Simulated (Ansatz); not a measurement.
# CoO in Ansatz: the effect of functional

The system is CoO.

```
CELL_PARAMETERS angstrom
1.49537 0.86335 2.42355
-1.49537 0.86335 2.42355
0.00000 -1.72670 2.42355
ATOMIC_POSITIONS crystal
Co 0.00000 0.00000 0.00000
O 0.50000 0.50000 0.50000
```

The cell is a database's computed one.

The cell isn't the ideal one: volume scaled by 0.98.

Alike in all runs:

* Program: Ansatz 0.2.0
* Task: single point
* Potentials or basis: Ansatz PAW
* k mesh: 11 × 11 × 11
* Occupations: fermi-dirac, width 0.05 eV
* Spin: collinear spin, ferromagnetic start
* Starting moments: [2.0, 0.0] μB

| functional | cutoff | gap on the mesh (eV) | pressure (GPa) | moment (μB) |
| --- | --- | --- | --- | --- |
| LDA | 420 eV (not typed: the program's choice for these potentials) | none | -15.1 | 2.80 |
| PBEsol | 420 eV (not typed: the program's choice for these potentials) | none | -5.9 | 2.89 |
| r2SCAN | 500 eV (not typed: the program's choice for these potentials) | ? | ? | ? |

What does the run with functional r2SCAN give?

gap on the mesh 0.33 eV; pressure 4.6 GPa; moment 3.00 μB.

Caveats: a cell with one magnetic atom can't hold antiferromagnetic order, which such compounds often take; the PAW data sets come from PBE, with cores solved anew for the run's functional, which leaves a small shift of forces and pressure; semilocal functionals often make such compounds metallic where correlation or magnetic order opens a gap, which also shifts bond lengths (some runs); the magnetic or orbital state may not be the lowest (some runs); odd divisions of the mesh miss points on the zone boundary, where band edges often lie, so the gap on the mesh can be too wide (some runs).

A k mesh can miss the band edges.

A gap of «none» marks a metal or a gap under the smearing width.
